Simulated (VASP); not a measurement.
Here is a VASP 6.6.1 calculation.

Contents of INCAR:

```
ALGO = Normal ; EDIFF = 1E-6
EDIFFG = -0.01 ; ENCUT = 600
GGA = PE ; IBRION = 2
ISIF = 3 ; ISMEAR = 0
LASPH = True ; LCHARG = False
LREAL = False ; LWAVE = False
NELM = 80 ; NSW = 90
PREC = Accurate ; SIGMA = 0.03
```

Contents of KPOINTS:

```
k-points
0
Gamma
  8 8 8
```

The input POSCAR:

```
SrTe
1.0
    0.0000000000      3.3558353100      3.3558353100
    3.3558353100      0.0000000000      3.3558353100
    3.3558353100      3.3558353100      0.0000000000
Te Sr
1 1
Direct
    0.5000000000      0.5000000000      0.5000000000
    0.0000000000      0.0000000000      0.0000000000
```

Potentials or basis: VASP PAW PBE potentials, release 64 (Te, Sr_sv).

Command:

```console
$ cat potpaw_PBE.64/Te/POTCAR potpaw_PBE.64/Sr_sv/POTCAR > POTCAR
$ mpirun -np 1 vasp_std > vasp.out
```

Question: Estimate the relaxed volume.

Answer: 38.05 Å³/atom.

Question: Predict the space group after relaxing (to 0.05 Å).

Answer: Fm-3m (No. 225).

Question: What does it give for the relaxed cell?

Answer: a = 4.756 Å, b = 4.756 Å, c = 4.756 Å, α = 60.00°, β = 60.00°, γ = 60.00°.

Question: Estimate the band gap on the k mesh.

Answer: 1.77 eV, indirect (least direct gap 2.49 eV).

Final structure:
```
Te Sr
1.0
     0.00000    3.36333    3.36333
     3.36333    0.00000    3.36333
     3.36333    3.36333    0.00000
Te Sr
1 1
Direct
  0.50000 0.50000 0.50000
  0.00000 0.00000 0.00000
```

Caveat: spin-orbit coupling is left out, which moves the levels of the heavy elements. A k mesh can miss the band edges.
